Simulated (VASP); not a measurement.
Write the native input for VASP 6.6.1 that does the following.

* Task: relaxation of cell and atoms
* Functional: r2SCAN
* Dispersion: D3(BJ)
* Potentials or basis: VASP PAW PBE potentials, release 64 (Cd, Se)
* Cutoff: 600 eV
* k mesh: 8 × 8 × 8
* Occupations: gaussian, width 0.05 eV
* Spin: no spin polarisation
* Further INCAR settings: ALGO = Normal; EDIFF = 1e-06; IBRION = 2; EDIFFG = -0.005; NSW = 40; ISIF = 3

The structure of CdSe lies in POSCAR:

```
CdSe
1.0
    0.0000000000      3.0702711986      3.0702711986
    3.0702711986      0.0000000000      3.0702711986
    3.0702711986      3.0702711986      0.0000000000
Cd Se
1 1
Direct
    0.0000000000      0.0000000000      0.0000000000
    0.2500000000      0.2500000000      0.2500000000
```

Measurements of this composition are mostly on another form, of space group No. 186.

These files were run (other wordings do the same):

INCAR

```
SYSTEM = CdSe
  PREC = Accurate
  ENCUT = 600
  EDIFF = 1E-6
  ISMEAR = 0
  SIGMA = 0.05
  LREAL = .False.
  LASPH = .True.
  NELM = 60
  ALGO = Normal
  ISIF = 3
  LWAVE = .False.
  LCHARG = .False.
  METAGGA = R2SCAN
  LMIXTAU = .True.
  IVDW = 12
  VDW_S6 = 1.0
  VDW_S8 = 0.78981345
  VDW_A1 = 0.49484001
  VDW_A2 = 5.73083694
  IBRION = 2
  NSW = 40
  EDIFFG = -0.005
```

KPOINTS

```
Automatic mesh
0
Gamma
  8 8 8
  0 0 0
```

Potentials or basis: VASP PAW PBE potentials, release 64 (Cd, Se).

Launch:

```bash
$ cat potpaw_PBE.64/Cd/POTCAR potpaw_PBE.64/Se/POTCAR > POTCAR
$ mpirun -np 1 vasp_std > vasp.out
```

Results of the run:

- Relaxed volume: 28.48 Å³/atom
- Relaxed cell: a = 4.319 Å, b = 4.319 Å, c = 4.319 Å, α = 60.00°, β = 60.00°, γ = 60.00°
- Space group after relaxing (to 0.05 Å): F-43m (No. 216)
- Energy gained by relaxing: 1.2 meV/atom
- Ionic steps: 3
- Pressure after relaxing: 0.0 GPa
- Band gap on the k mesh: 1.06 eV, direct
- Dispersion energy per atom: -0.152 eV

Caveat: the PAW data sets were made with another functional, which shifts forces and pressure a little.

It took 4.2 min on 1 thread of Intel(R) Xeon(R) Platinum 8375C CPU @ 2.90GHz (Ice Lake), on a shared host, peak memory 0.25 GiB.
